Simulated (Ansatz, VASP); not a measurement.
**Si: VASP beside Ansatz**

Contents of INCAR:

```
ALGO     = Fast           # electronic algorithm
EDIFF    = 1E-6           # SCF threshold, eV
ENCUT    = 520            # plane-wave cutoff, eV
GGA      = PE             # functional
ISIF     = 2              # what is computed and relaxed
ISMEAR   = 0              # smearing method
LASPH    = T              # aspherical terms in the spheres
LCHARG   = F              # write CHGCAR
LREAL    = F              # projectors in reciprocal space
LWAVE    = F              # write WAVECAR
NBANDS   = 16             # bands
NELM     = 100            # most SCF steps
PREC     = Accurate       # precision mode
SIGMA    = 0.05           # smearing width, eV
```

Contents of KPOINTS:

```
k-points
0
Gamma
  8 8 6
```

File POSCAR:

```
Si
1.0
    0.0000000000     -2.7347607592     -2.7347607592
    0.0000000000      2.7347607592     -2.7347607592
    5.4695215184      0.0000000000      0.0000000000
Si
4
Direct
    0.5019786387      0.5072861443      0.0000000000
   -0.0019786387     -0.0072861443      0.5000000000
    1.0019786387      0.4927138557      0.2500000000
    0.4980213613      0.0072861443      0.7500000000
```

Input for Ansatz:

```yaml
crystal:
  lattice:
    - [0.0, -2.7347607592, -2.7347607592]
    - [0.0, 2.7347607592, -2.7347607592]
    - [5.4695215184, 0.0, 0.0]
  atoms:
    - { symbol: Si, position: [0.5019786387, 0.5072861443, 0.0] }
    - { symbol: Si, position: [-0.0019786387, -0.0072861443, 0.5] }
    - { symbol: Si, position: [1.0019786387, 0.4927138557, 0.25] }
    - { symbol: Si, position: [0.4980213613, 0.0072861443, 0.75] }
basis:
  ecutwfc: 420
kpoints:
  mp_grid: { grid: [8, 8, 6] }
hamiltonian:
  xc: pbe
  pseudopotentials: { kind: paw, azcp: { folder: soft_1 } }
scf:
  occupations: { method: gaussian, width: 0.05 }
output:
  forces: true
  stress: true
  eigenvalues: true
```

Change from the starting cell: mode 4 frozen in at -0.029 Å, equal normal strain along x, y and z +0.0000.

Alike in both runs: task single point; functional PBE; k mesh 8 × 8 × 6; occupations gaussian, width 0.05 eV; no spin polarisation.

|  | VASP | Ansatz |
| --- | --- | --- |
| version | VASP 6.6.1 | Ansatz 0.2.0 |
| potentials or method | VASP PAW PBE potentials, release 64 (Si) | scalar-relativistic, plane waves, PAW |
| plane-wave cutoff (eV) | 520 | 420 |
| valence electrons in the cell | 16 | 16 |

|  | VASP | Ansatz | Ansatz less VASP |
| --- | --- | --- | --- |
| gap on the k mesh at the Fermi level (eV) | 0.61 | 0.61 | -0.001 |
| least direct gap on the mesh (eV) | 0.75 | 0.75 | -0.001 |
| pressure (GPa) | -0.1 | 0.0 | +0.06 |
| rms of the force components (eV/Å) | 0.038 | 0.037 | -0.0003 |

Atom by atom the forces differ by 0.000 eV/Å (rms over components).

A k mesh can miss the band edges.
